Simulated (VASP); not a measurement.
A VASP 6.6.1 relaxation on RbBr

INCAR

```
ISMEAR = -1
SIGMA = 0.02
ENCUT = 600
LCHARG = .FALSE.
NBANDS = 15
GGA = PS
EDIFFG = -5E-3
IBRION = 2
PREC = Accurate
ALGO = Fast
LASPH = .TRUE.
ISIF = 6
LWAVE = .FALSE.
EDIFF = 1E-7
NSW = 40
LREAL = .FALSE.
NELM = 120
```

KPOINTS

```
KPOINTS created by Atomic Simulation Environment
0
Gamma
6 6 6
0 0 0
```

POSCAR

```
Rb Br
 1.0000000000000000
     0.0000000000000000    3.8928605836447376    3.8928605836447376
     3.8928605836447376   -0.0000000000000000    3.8928605836447376
     3.8928605836447376    3.8928605836447376    0.0000000000000000
 Rb  Br
   1   1
Cartesian
  0.0000000000000000  0.0000000000000000 -0.0000000000000000
  1.9464302918223688  1.9464302918223688  1.9464302918223688
```

The recommended PBE PAW datasets give the neutral cell 16 valence electrons.

Command

```
mpirun -np 1 vasp_std
```

OSZICAR

```
N       E                     dE             d eps       ncg     rms          rms(c)
DAV:   1     0.954269558455E+02    0.95427E+02   -0.65747E+03   480   0.966E+02
DAV:   2     0.303588467522E+01   -0.92391E+02   -0.84158E+02   637   0.162E+02
DAV:   3    -0.617384204778E+01   -0.92097E+01   -0.91642E+01   634   0.529E+01
DAV:   4    -0.648652218219E+01   -0.31268E+00   -0.31260E+00   756   0.937E+00
DAV:   5    -0.648876046379E+01   -0.22383E-02   -0.22383E-02   634   0.816E-01    0.266E+00
RMM:   6    -0.613234479756E+01    0.35642E+00   -0.41192E-01   480   0.216E+00    0.163E+00
RMM:   7    -0.609177928487E+01    0.40566E-01   -0.38044E-01   480   0.196E+00    0.986E-01
RMM:   8    -0.612282454893E+01   -0.31045E-01   -0.42706E-02   480   0.998E-01    0.366E-01
RMM:   9    -0.611900561106E+01    0.38189E-02   -0.96271E-03   491   0.404E-01    0.205E-01
RMM:  10    -0.612300681675E+01   -0.40012E-02   -0.15060E-02   482   0.430E-01    0.211E-01
...
       N       E                     dE             d eps       ncg     rms          rms(c)
DAV:   1    -0.613190387958E+01   -0.12775E-02   -0.23143E-02   550   0.875E-01    0.167E-01
RMM:   2    -0.613087788295E+01    0.10260E-02   -0.16029E-03   480   0.226E-01    0.739E-02
RMM:   3    -0.613065692700E+01    0.22096E-03   -0.98357E-04   480   0.171E-01    0.275E-02
RMM:   4    -0.613065984866E+01   -0.29217E-05   -0.45686E-05   492   0.474E-02    0.131E-02
RMM:   5    -0.613066288072E+01   -0.30321E-05   -0.14862E-05   534   0.240E-02    0.478E-03
RMM:   6    -0.613066315260E+01   -0.27188E-06   -0.32949E-06   572   0.989E-03    0.308E-03
RMM:   7    -0.613066380659E+01   -0.65399E-06   -0.12709E-06   532   0.614E-03    0.469E-04
RMM:   8    -0.613066388918E+01   -0.82582E-07   -0.52677E-07   452   0.324E-03
   4 F= -.61306639E+01 E0= -.61306639E+01  d E =-.836154E-02
```

Standard output (part)

```
POSCAR found type information on POSCAR RbBr
 POSCAR found :  2 types and       2 ions
 LDA part: xc-table for (Slater+PW92), standard interpolation
 POSCAR, INCAR and KPOINTS ok, starting setup
 WAVECAR not read
 entering main loop
 curvature:   0.00 expect dE= 0.000E+00 dE for cont linesearch  0.000E+00
 search vector abs. value=  0.677E-02
 bond charge predicted
 trial-energy change:   -0.005466  1 .order   -0.005420   -0.006768   -0.004072
 bond charge predicted
 curvature:  -1.21 expect dE=-0.401E-04 dE for cont linesearch -0.401E-04
 ZBRENT: extrapolating
 opt :   2.3894  next Energy=    -6.130665 (dE=-0.836E-02)
 bond charge predicted
 curvature:  -1.15 expect dE=-0.530E-07 dE for cont linesearch -0.530E-07
 search vector abs. value=  0.460E-07
 reached required accuracy - stopping structural energy minimisation
```

From OUTCAR

```
k-points           NKPTS =     16   k-points in BZ     NKDIM =     16   number of bands    NBANDS=     15

   NELECT =      16.0000    total number of electrons

   dimension x,y,z NGX =    48 NGY =   48 NGZ =   48
   dimension x,y,z NGXF=    96 NGYF=   96 NGZF=   96

  energy-cutoff  :      600.00
  volume of cell :      111.86
      direct lattice vectors                 reciprocal lattice vectors
     0.000000000  3.824244996  3.824244996    -0.130744762  0.130744762  0.130744762
     3.824244996  0.000000000  3.824244996     0.130744762 -0.130744762  0.130744762
     3.824244996  3.824244996  0.000000000     0.130744762  0.130744762 -0.130744762

 k-points in reciprocal lattice and weights: KPOINTS created by Atomic Simulation Env
   0.00000000  0.00000000  0.00000000       0.005
   0.16666667  0.00000000  0.00000000       0.037
   0.33333333  0.00000000  0.00000000       0.037
   0.50000000  0.00000000  0.00000000       0.019
   0.16666667  0.16666667  0.00000000       0.028
   0.33333333  0.16666667  0.00000000       0.111
   0.50000000  0.16666667  0.00000000       0.111
  -0.33333333  0.16666667  0.00000000       0.111
   ...

 E-fermi :  -2.5984

 k-point     1 :       0.0000    0.0000    0.0000
  band No.  band energies     occupation
      1     -27.5283      2.00000
      2     -14.9553      2.00000
      3     -11.6534      2.00000
      4     -11.6534      2.00000
      5     -11.6534      2.00000
      6      -3.1667      2.00000
      7      -3.1667      2.00000
      8      -3.1667      2.00000
      9       1.0993      0.00000
     10       5.1354      0.00000
     11       5.1354      0.00000
     12       6.1836      0.00000
     13       6.1836      0.00000
     14       6.1836      0.00000
     15       7.2627      0.00000

 k-point     2 :       0.1667    0.0000    0.0000
  band No.  band energies     occupation
      1     -27.5277      2.00000
      2     -14.9685      2.00000
      3     -11.6571      2.00000
      4     -11.6571      2.00000
      5     -11.6390      2.00000
      6      -3.2381      2.00000
      7      -3.1525      2.00000
      8      -3.1525      2.00000
      9       1.5052      0.00000
     10       4.8896      0.00000
     11       4.8896      0.00000
     12       5.8478      0.00000
     13       6.3740      0.00000
     14       6.6714      0.00000
     15       6.6714      0.00000

 k-point     3 :       0.3333    0.0000    0.0000
  band No.  band energies     occupation
      1     -27.5263      2.00000
      2     -14.9943      2.00000
      3     -11.6643      2.00000
      4     -11.6643      2.00000
      5     -11.6117      2.00000
      6      -3.3414      2.00000
      7      -3.1251      2.00000
      8      -3.1251      2.00000
      9       2.4294      0.00000
     10       4.6171      0.00000
     11       4.7682      0.00000
     12       4.7682      0.00000
     13       6.2079      0.00000
     14       6.4938      0.00000
     15       6.4938      0.00000

 ...

  Total        0.0007962      0.0007962      0.0007962      0.0000000      0.0000000      0.0000000
  in kB        0.0114040      0.0114040      0.0114040      0.0000000      0.0000000      0.0000000
  external PRESSURE =       0.0114040 kB  Pullay stress =       0.0000000 kB

 POSITION                                       TOTAL-FORCE (eV/Angst)
 -----------------------------------------------------------------------------------
      0.00000      0.00000      0.00000        -0.000000     -0.000000     -0.000000
      1.91212      1.91212      1.91212         0.000000      0.000000      0.000000
 -----------------------------------------------------------------------------------
    total drift:                               -0.000000     -0.000000     -0.000000

  FREE ENERGIE OF THE ION-ELECTRON SYSTEM (eV)
  ---------------------------------------------------
  free  energy   TOTEN  =        -6.1306638892 eV

  energy  without entropy=       -6.1306638891  energy(sigma->0) =       -6.13066389
```

| ionic step | ΔE (meV/atom) | volume (Å³) | largest force (eV/Å) | pressure (GPa) | electronic steps |
| --- | --- | --- | --- | --- | --- |
| 1 | 0.0 | 117.99 | 0.000 | -0.42 | 19 |
| 2 | -2.7 | 115.40 | 0.000 | -0.26 | 14 |
| 3 | -4.2 | 112.27 | 0.000 | -0.03 | 15 |
| 4 | -4.2 | 111.86 | 0.000 | 0.00 | 8 |

It converged. Results: relaxed cell vector lengths 5.408, 5.408, 5.408 Å; relaxed cell volume 111.86 Å³.

For comparison, a separate PBEsol relaxation on usual settings, not on those above, ends at 111.86 Å³.

The run above took about 85 s on one core of a shared host (Intel Xeon 6975P-C) and held 0.34 GiB at most.
